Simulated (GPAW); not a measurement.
## CsPbBr3 and the effect of the functional

Space group Pm-3m (No. 221). a = 5.870 Å, b = 5.870 Å, c = 5.870 Å, α = 90.00°, β = 90.00°, γ = 90.00°
```csv
atom,site,symmetry,x,y,z
Pb,1b,m-3m,0.5000,0.5000,0.5000
Cs,1a,m-3m,0.0000,0.0000,0.0000
Br,3c,4/mm.m,0.5000,0.5000,0.0000
```

Measurements of this composition are mostly on another form, of space group No. 62.

Kept alike: task band structure; k mesh 5 × 5 × 5; occupations fermi-dirac, width 0.05 eV; no spin polarisation. Program: GPAW, potentials by row: the program's PAW data sets (release 1.2.1) made for this functional (LDA); GPAW PAW data sets (gpaw-data 1.2.1) (PBE, r2SCAN); PAW data sets generated for this functional (PBEsol), cutoff 600 eV. The mesh is that of the run's cell of 5 atoms. No spin-orbit coupling.

| functional | band gap (eV) | pressure (GPa) |
| --- | --- | --- |
| LDA | 1.342 | -1.26 |
| PBE | 1.475 | 1.36 |
| PBEsol | 1.375 | -0.08 |
| r2SCAN | 1.841 | 0.71 |

Pressure is positive in compression; the values hold the error of the finite cutoff, so their zero can differ a little from the energy's minimum. Spin-orbit coupling, left out here, moves the band edges of heavy atoms and can close or invert small gaps. Gaps are the smaller of the mesh's and the band path's.

Task: What does the functional change here?

Result: The band gap runs from 1.342 (LDA) to 1.841 eV (r2SCAN). From PBE: LDA -0.133; PBEsol -0.100; r2SCAN +0.366. The pressure runs from -1.26 (LDA) to 1.36 GPa (PBE). From PBE: LDA -2.62; PBEsol -1.44; r2SCAN -0.65. A positive pressure means that the functional's own cell is larger than the one given, a negative one that it is smaller.
